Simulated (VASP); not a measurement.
A run of VASP 6.6.1 is set up as follows.

Contents of INCAR:

```
ALGO = Normal
CSHIFT = 0.1
EDIFF = 1E-6
ENCUT = 520
GGA = PS
ISIF = 2
ISMEAR = -1
LASPH = True
LCHARG = False
LOPTICS = True
LREAL = False
LWAVE = False
NBANDS = 40
NEDOS = 2000
NELM = 80
PREC = Accurate
SIGMA = 0.05
```

File KPOINTS:

```
k-points
0
Gamma
  20 20 20
```

POSCAR

```
ZrN
1.0
    0.0000000000      2.2875000000      2.2875000000
    2.2875000000      0.0000000000      2.2875000000
    2.2875000000      2.2875000000      0.0000000000
Zr N
1 1
Direct
    0.0000000000      0.0000000000      0.0000000000
    0.5000000000      0.5000000000      0.5000000000
```

Potentials or basis: VASP PAW PBE potentials, release 64 (Zr_sv, N).

Command:

```sh
$ cat potpaw_PBE.64/Zr_sv/POTCAR potpaw_PBE.64/N/POTCAR > POTCAR
$ mpirun -np 1 vasp_std > vasp.out
```

(1) What does it give for the band gap on the k mesh?

(2) Predict the pressure.

Answers

(1) none (metal or under the smearing width).

(2) -3.5 GPa.

Caveat: the PAW data sets were made with another functional, which shifts forces and pressure a little.
